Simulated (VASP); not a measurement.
# SiC in VASP: one cell, several levels of theory

Aim: gap, levels, forces and stress of SiC built on the rocksalt prototype, strained and with displaced atoms at fixed geometry. Runs: PBE, r2SCAN. The results are then set beside those of Ansatz 0.2.0 for the same cell. This is a trial cell built on a prototype, not taken from a measured structure, and it needn't be the compound's ground state.

The runs shown are made with VASP 6.6.1. PAW datasets, plane waves. These are computed values for a spin-unpolarised cell that may be hypothetical; none is a measurement.

## Step 1: The system as given

The symmetry is P1 (No. 1, triclinic); a = 2.819 Å, b = 2.854 Å, c = 2.855 Å, α = 60.2°, β = 61.0°, γ = 60.7° in the conventional setting, 8.23 Å³ an atom. Around Si lie 6 C at 1.97–2.06 Å; around C lie 6 Si at 1.97–2.06 Å.

Coordinates:

```cif
data_structure
_symmetry_space_group_name_H-M 'P 1'
_symmetry_Int_Tables_number 1
_cell_length_a 2.8650
_cell_length_b 2.8621
_cell_length_c 2.8544
_cell_angle_alpha 59.933
_cell_angle_beta 59.066
_cell_angle_gamma 60.354
_cell_volume 16.47
loop_
_atom_site_label
_atom_site_type_symbol
_atom_site_fract_x
_atom_site_fract_y
_atom_site_fract_z
_atom_site_occupancy
Si1 Si 0.01710 0.99760 0.99450 1
C1 C 0.50280 0.49430 0.49790 1
```

## Step 2: PBE at this geometry

File INCAR:

```
ENCUT = 520.000000
SIGMA = 0.020000
EDIFF = 1.00e-07
GGA = PE
PREC = Accurate
IBRION = -1
ISIF = 2
ISMEAR = -1
NBANDS = 11
NELM = 120
NSW = 0
LASPH = .TRUE.
LCHARG = .FALSE.
LWAVE = .FALSE.
LREAL = .FALSE.
```

File KPOINTS:

```
KPOINTS created by Atomic Simulation Environment
0
Gamma
10 10 10
0 0 0
```

File POSCAR:

```
Si C
 1.0000000000000000
     0.0065000000000000    2.0440999999999998    2.0074999999999998
     2.0284000000000000   -0.0052000000000000    2.0192000000000001
     2.0045999999999999    2.0320000000000000    0.0186000000000000
 Si  C
   1   1
Cartesian
  4.0172176899999998  2.0505905900000001  2.0671798700000004
  2.0039966599999999  2.0369359199999999  2.0167225000000002
```

Potentials: the recommended PBE PAW datasets, 8 valence electrons in the neutral cell.

## Step 3: Single point with r2SCAN

INCAR, as its differences from that of step 2:

```diff
@@ -3,3 +3,4 @@
 EDIFF = 1.00e-07
-GGA = PE
+ALGO = Normal
+METAGGA = R2SCAN
 PREC = Accurate
```

KPOINTS is that of step 2.

POSCAR is that of step 2.

**Question.** What will these runs give? Wanted: for each run, gap; pressure; largest force; Ansatz: gap; Ansatz: pressure; Ansatz: force.

**Answer**, as computed:

```
 level  gap (eV)  pressure (GPa)  largest force (eV/Å)  Ansatz: gap (eV)  Ansatz: pressure (GPa)  Ansatz: force (eV/Å)
   PBE    -1.26*            4.89                 0.245             -1.24                    4.67                 0.245
r2SCAN    -1.08*           -1.20                 0.228             -1.07                   -1.50                 0.227
```

A negative gap is an overlap of bands. A star marks a gap among the mesh's points alone.

No gap over 0.02 eV opens at any of these levels. The pressure is highest with PBE (4.9 GPa) and lowest with r2SCAN (-1.2 GPa), which orders the cells that they would relax to. Forces up to 0.24 eV/Å (PBE) show atoms off their equilibrium places at that level; the least is 0.228 eV/Å (r2SCAN). The two codes have different PAW datasets and cutoffs.
